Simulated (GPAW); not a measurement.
MgS (Niningerite):

```xyz
2
Lattice="0.0000 2.6016 2.6016 2.6016 0.0000 2.6016 2.6016 2.6016 0.0000" Properties=species:S:1:pos:R:3 pbc="T T T"
S     2.6016    2.6016    2.6016
Mg    0.0000    0.0000    0.0000
```

- Program: GPAW 26.7.0
- Task: relaxation of cell and atoms
- Functional: PBEsol
- Dispersion: D3(BJ)+ATM
- Potentials or basis: PAW data sets generated in the run's folder for this functional
- Cutoff: 800 eV
- Basis: pw
- k mesh: 9 × 9 × 9
- Occupations: fermi-dirac, width 0.05 eV
- Spin: no spin polarisation

At the start: pressure -3.3 GPa; volume 17.61 Å³/atom.

Problem. How do energy, volume and symmetry change on relaxing?

Solution. Over 3 steps the energy falls by 7.8 meV/atom and the volume is 16.84 Å³/atom (-4.4 %); space group Fm-3m (No. 225, to 0.05 Å).

Step by step:
```csv
step,energy change (eV),largest force (eV/Å),pressure (GPa),volume (Å³)
1,0.0000,0.0000,-3.32,35.22
2,-0.0052,0.0000,-2.76,34.94
3,-0.0156,0.0000,0.14,33.68
```

Final structure:
```xyz
2
Lattice="0.0000 2.5631 2.5631 2.5631 0.0000 2.5631 2.5631 2.5631 0.0000" Properties=species:S:1:pos:R:3 pbc="T T T"
S     2.5631    2.5631    2.5631
Mg    0.0000    0.0000    0.0000
```

Caveat: later steps reuse the first step's grids.
